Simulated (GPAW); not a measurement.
# Nb (Pm-3m) in GPAW: single point with PBE

Aim: the single point of Nb with PBE.

Everything below comes from runs of GPAW 26.7.0. Logs are shortened: lines on timing, memory, paths and dates and some standing lists are left out, and cuts for length are marked. The log counts tension as positive stress, the text compression.

### 1 Starting point

It takes space group Pm-3m (No. 221, cubic). Conventional cell: a = 2.720 Å, b = 2.720 Å, c = 2.720 Å, α = 90.00°, β = 90.00°, γ = 90.00°. Around Nb (site symmetry m-3m) lie 6 Nb at 2.72 Å.

The cell was built by a generator and needn't be a form met in nature.

### 2 Single point, PBE

run.py reads:

```python
from ase.io import read
from gpaw import PW
from gpaw.dft import DFT

atoms = read('Nb.cif')

dft = DFT(atoms,
          mode=PW(600),
          xc='PBE',
          kpts={'size': (10, 10, 10), 'gamma': True},
          occupations={'name': 'fermi-dirac', 'width': 0.05},
          nbands=15,
          convergence={'density': 1e-05, 'energy': 1e-05},
          maxiter=150,
          txt='gpaw.txt')
print(f'Energy: {dft.calculate_energy():.6f} eV')
print('Forces (eV/A):')
print(dft.calculate_forces().round(4))
print('Stress (eV/A^3):', dft.calculate_stress().round(6))
dft.write_gpw_file('gs.gpw')
```

Nb.cif reads:

```cif
data_Nb
_cell_length_a 2.71964000
_cell_length_b 2.71964000
_cell_length_c 2.71964000
_cell_angle_alpha 90.00000000
_cell_angle_beta 90.00000000
_cell_angle_gamma 90.00000000
_space_group_name_H-M_alt 'P1'
_space_group_name_Hall 'P 1'
_space_group_IT_number 1
loop_
_space_group_symop_operation_xyz
'x,y,z'
loop_
_atom_site_label
_atom_site_type_symbol
_atom_site_symmetry_multiplicity
_atom_site_Wyckoff_symbol
_atom_site_fract_x
_atom_site_fract_y
_atom_site_fract_z
_atom_site_occupancy
Nb1 Nb 1 a 0.5000000000 0.5000000000 0.5000000000 1
```

Potentials or basis: GPAW PAW data sets (gpaw-data 1.2.1), pw.

The run is started by

```console
$ OMP_NUM_THREADS=1 python run.py
```

gpaw.txt:

```text
Diagonalizing LCAO Hamiltonian
Converting LCAO to pw mode
   .------.
  /|      |
 * |      |
 | .-Nb---.
 |/      /
 *------*

Atoms  # Å, Bohr magnetons
|   | symbol |        x |        y |        z |    initial magnetic moments |
|---|--------|----------|----------|----------|-----------------------------|
| 0 |     Nb | 1.359820 | 1.359820 | 1.359820 | ( 0.0000,  0.0000,  0.0000) |

Unit cell  # Å
| periodic |        x |        y |        z |  lengths |    angles |
|----------|----------|----------|----------|----------|-----------|
|      yes | 2.719640 | 0.000000 | 0.000000 | 2.719640 | 90.000000 |
|      yes | 0.000000 | 2.719640 | 0.000000 | 2.719640 | 90.000000 |
|      yes | 0.000000 | 0.000000 | 2.719640 | 2.719640 | 90.000000 |

Number of symmetries: 48
Symmetry operations  # r_c * U_cc + t_c -> r_c
|    | kind |            matrix            |
|----|------|------------------------------|
|  0 |  E   |  1, 0, 0,  0, 1, 0,  0, 0, 1 |
|  1 |  σ   |  1, 0, 0,  0, 1, 0,  0, 0,-1 |
|  2 |  σ   |  1, 0, 0,  0, 0, 1,  0, 1, 0 |
|  3 |  C4  |  1, 0, 0,  0, 0, 1,  0,-1, 0 |
|  4 |  C4  |  1, 0, 0,  0, 0,-1,  0, 1, 0 |
|  5 |  σ   |  1, 0, 0,  0, 0,-1,  0,-1, 0 |
|  6 |  σ   |  1, 0, 0,  0,-1, 0,  0, 0, 1 |
|  7 |  C2  |  1, 0, 0,  0,-1, 0,  0, 0,-1 |
|  8 |  σ   |  0, 1, 0,  1, 0, 0,  0, 0, 1 |
|  9 |  C2  |  0, 1, 0,  1, 0, 0,  0, 0,-1 |
| 10 |  C3  |  0, 1, 0,  0, 0, 1,  1, 0, 0 |
| 11 |  S6  |  0, 1, 0,  0, 0, 1, -1, 0, 0 |
| 12 |  S6  |  0, 1, 0,  0, 0,-1,  1, 0, 0 |
| 13 |  C3  |  0, 1, 0,  0, 0,-1, -1, 0, 0 |
| 14 |  C4  |  0, 1, 0, -1, 0, 0,  0, 0, 1 |
| 15 |  S4  |  0, 1, 0, -1, 0, 0,  0, 0,-1 |
| 16 |  C3  |  0, 0, 1,  1, 0, 0,  0, 1, 0 |
| 17 |  S6  |  0, 0, 1,  1, 0, 0,  0,-1, 0 |
| 18 |  σ   |  0, 0, 1,  0, 1, 0,  1, 0, 0 |
| 19 |  C4  |  0, 0, 1,  0, 1, 0, -1, 0, 0 |
| 20 |  C2  |  0, 0, 1,  0,-1, 0,  1, 0, 0 |
| 21 |  S4  |  0, 0, 1,  0,-1, 0, -1, 0, 0 |
| 22 |  S6  |  0, 0, 1, -1, 0, 0,  0, 1, 0 |
| 23 |  C3  |  0, 0, 1, -1, 0, 0,  0,-1, 0 |
| 24 |  S6  |  0, 0,-1,  1, 0, 0,  0, 1, 0 |
| 25 |  C3  |  0, 0,-1,  1, 0, 0,  0,-1, 0 |
| 26 |  C4  |  0, 0,-1,  0, 1, 0,  1, 0, 0 |
| 27 |  σ   |  0, 0,-1,  0, 1, 0, -1, 0, 0 |
| 28 |  S4  |  0, 0,-1,  0,-1, 0,  1, 0, 0 |
| 29 |  C2  |  0, 0,-1,  0,-1, 0, -1, 0, 0 |
| 30 |  C3  |  0, 0,-1, -1, 0, 0,  0, 1, 0 |
| 31 |  S6  |  0, 0,-1, -1, 0, 0,  0,-1, 0 |
| 32 |  C4  |  0,-1, 0,  1, 0, 0,  0, 0, 1 |
| 33 |  S4  |  0,-1, 0,  1, 0, 0,  0, 0,-1 |
| 34 |  S6  |  0,-1, 0,  0, 0, 1,  1, 0, 0 |
| 35 |  C3  |  0,-1, 0,  0, 0, 1, -1, 0, 0 |
| 36 |  C3  |  0,-1, 0,  0, 0,-1,  1, 0, 0 |
| 37 |  S6  |  0,-1, 0,  0, 0,-1, -1, 0, 0 |
| 38 |  σ   |  0,-1, 0, -1, 0, 0,  0, 0, 1 |
| 39 |  C2  |  0,-1, 0, -1, 0, 0,  0, 0,-1 |
| 40 |  σ   | -1, 0, 0,  0, 1, 0,  0, 0, 1 |
| 41 |  C2  | -1, 0, 0,  0, 1, 0,  0, 0,-1 |
| 42 |  C2  | -1, 0, 0,  0, 0, 1,  0, 1, 0 |
| 43 |  S4  | -1, 0, 0,  0, 0, 1,  0,-1, 0 |
| 44 |  S4  | -1, 0, 0,  0, 0,-1,  0, 1, 0 |
| 45 |  C2  | -1, 0, 0,  0, 0,-1,  0,-1, 0 |
| 46 |  C2  | -1, 0, 0,  0,-1, 0,  0, 0, 1 |
| 47 |  i   | -1, 0, 0,  0,-1, 0,  0, 0,-1 |

BZ-sampling:
  Number of BZ points: 1000
  Number of IBZ points: 56

  Monkhorst-Pack size: [10, 10, 10]
  Monkhorst-Pack shift: [0.05, 0.05, 0.05]

K-points  # in reciprocal-cell coordinates
|     |                                coordinates |     weight |
|-----|--------------------------------------------|------------|
|   0 | (  0.00000000,   0.00000000,   0.00000000) | 0.00100000 |
|   1 | (  0.10000000,   0.00000000,   0.00000000) | 0.00600000 |
|   2 | (  0.10000000,   0.10000000,   0.00000000) | 0.01200000 |
|   3 | (  0.10000000,   0.10000000,   0.10000000) | 0.00800000 |
|   4 | (  0.20000000,   0.00000000,   0.00000000) | 0.00600000 |
|   5 | (  0.20000000,   0.10000000,   0.00000000) | 0.02400000 |
|   6 | (  0.20000000,   0.10000000,   0.10000000) | 0.02400000 |
|   7 | (  0.20000000,   0.20000000,   0.00000000) | 0.01200000 |
|   8 | (  0.20000000,   0.20000000,   0.10000000) | 0.02400000 |
|   9 | (  0.20000000,   0.20000000,   0.20000000) | 0.00800000 |
| ... |                                            |            |
|  55 | (  0.50000000,   0.50000000,   0.50000000) | 0.00100000 |

Plane wave coefficients: 691
Cutoff: 600.0 eV

Spin-components: 1 (collinear spins)
Bands:           15
Projectors:      6
Spin-degeneracy: 2
Datatype:        complex128

Parallelization:
  kpt:    1
  domain: 1
  band:   1

Density:
  Valence electrons: 13.0
  Components: 1
  Grid points: [16 16 16]
  Charge: 0.0  # |e|

Potential:
  Grid points: [16 16 16]

species:
  Nb:
    name:    Niobium
    Z:       41.0
    valence: 13
    core:    28
    charge:  0.0  # [|e|]
    compensation charges:
      type: gauss
      rc: 0.40  # [Å]
      lmax: 2
    cutoffs:
      filter: 2.35  # [Å]
      core: 1.51  # [Å]
    projectors
    | kind |    occ | energy [eV] | rcut [Å] |
    |------|--------|-------------|----------|
    |   4s |  2.000 |     -58.361 |    1.323 |
    |   5s |  1.000 |      -3.980 |    1.323 |
    |   4p |  6.000 |     -34.526 |    1.323 |
    |   5p |  0.000 |      -1.111 |    1.323 |
    |   4d |  4.000 |      -3.041 |    1.244 |
    |    d |        |      24.171 |    1.244 |

    Using partial waves for Nb as LCAO basis

Reference energy: -103906.147789  # eV

eigensolver:
  PPCG
  Converge bands: occupied
  niter=2

density mixing:
  MSR1-Mixer
  Pratt-step length: 0.05
  Maximum mixing coefficient: 0.75
  Old densities: 10
  SVD Regularization: 0.005
  Good broyden scale: 1.0
  Trust region scale: 1.0
  Backstep threshold: 4.0
  History deletion threshold: 6.0
  Fourier metric: weight=20.0, sigma=0.015

occupation numbers:
  Fermi-Dirac:
    width: 0.0500  # eV

poisson solver:
  ecut: 4800.0  # eV

xc functional:
  name: PBE with 2 nearest neighbor stencil

convergence criteria:
- Maximum integral of absolute [dens]ity change: 1e-05 electrons / valence electron
- Maximum [total energy] change in last 3 cyles: 1e-05 eV / valence electron
- Maximum integral of absolute [eigenst]ate change: 4e-08 eV^2 / valence electron
maximum number of iterations: 150

SCF iterations
|iter     | |      energy | eigst |  dens |
|---------|-|-------------|-------|-------|
|iter:   1| |   -9.755508 | -0.06 |       |
|iter:   2| |   -9.671834 | -2.56 | -1.07 |
|iter:   3| |   -9.309617 | -1.60 | -1.11 |
|iter:   4| |   -9.311883 | -3.18 | -1.80 |
|iter:   5| |   -9.312939 | -4.22 | -2.14 |
|iter:   6| |   -9.312941 | -6.34 | -3.71 |
|iter:   7| |   -9.312941c| -7.20 | -4.17 |
|iter:   8| |   -9.312941c| -8.45c| -5.09c|
SCF steps: 8
Energy contributions relative to reference atoms: (reference = -103906.147789)

Energy contributions:
  Kinetic:          -1.721845
  Coulomb:          -2.044257
  Zero:             -0.046904
  External:          0.000000
  Xc:               -5.490154
  Entropy:          -0.019562
  Spinorbit:         0.000000
  ----------------------------
  Free energy:      -9.322722
  Extrapolated:     -9.312941

Forces  # eV/Ang
|       x |       y |       z |
|---------|---------|---------|
| 0.00000 | 0.00000 | 0.00000 |  # Nb   0

Stress tensor  # eV/Ang^3
|         x |         y |        z |
|-----------|-----------|----------|
|  0.000361 | -0.000000 | 0.000000 |
| -0.000000 |  0.000361 | 0.000000 |
|  0.000000 |  0.000000 | 0.000361 |

Writing to gs.gpw (mode='')

  __  _  _
 | _ |_)|_||  |
 |__||  | ||/\| - 26.7.0

Input parameters:
  mode=PW(ecut=600.0),
  convergence={'density': 1e-05, 'energy': 1e-05},
  kpts=MonkhorstPack(size=(10, 10, 10), gamma=True),
  maxiter=150,
  nbands=15,
  occupations=Occupations(name='fermi-dirac', width=0.05),
  xc=XC(name='PBE')
# Writing to gs.gpw (mode='')
```

Run time: 6.5 s. Hardware: 1 thread of Arm Neoverse V2, shared host; peak memory 0.14 GiB.

Results:

* Free energy: -9.3227 eV
* Pressure: -0.1 GPa
* Band gap on the k mesh: none (metal or under the smearing width)

Levels at points of the mesh, in eV from the Fermi level:
```
           k point  band 3  band 4  band 5  band 6  band 7  band 8  band 9  band 10  band 11
(0.00, 0.00, 0.00)  -29.96  -29.96   -5.49   -2.69   -2.69    5.13    5.13     5.13    14.77
(0.50, 0.00, 0.00)  -29.83  -29.83   -2.42   -1.81    0.58    1.91    1.91     5.46     9.72
(0.50, 0.50, 0.00)  -31.17  -29.70   -3.96   -0.96    2.58    2.58    5.81     5.81     7.31
(0.50, 0.50, 0.50)  -30.98  -30.98   -2.39   -2.39   -2.39    7.49    7.53     7.53    12.32
```

### 3 For comparison

An earlier run on the cell as given: functional PBE; potentials or basis GPAW PAW data sets (gpaw-data 1.2.1); cutoff 600 eV; basis pw; k mesh 10 × 10 × 10; occupations fermi-dirac, width 0.05 eV; no spin polarisation.

- Pressure: -0.1 GPa
- Band gap on the k mesh: none (metal or under the smearing width)
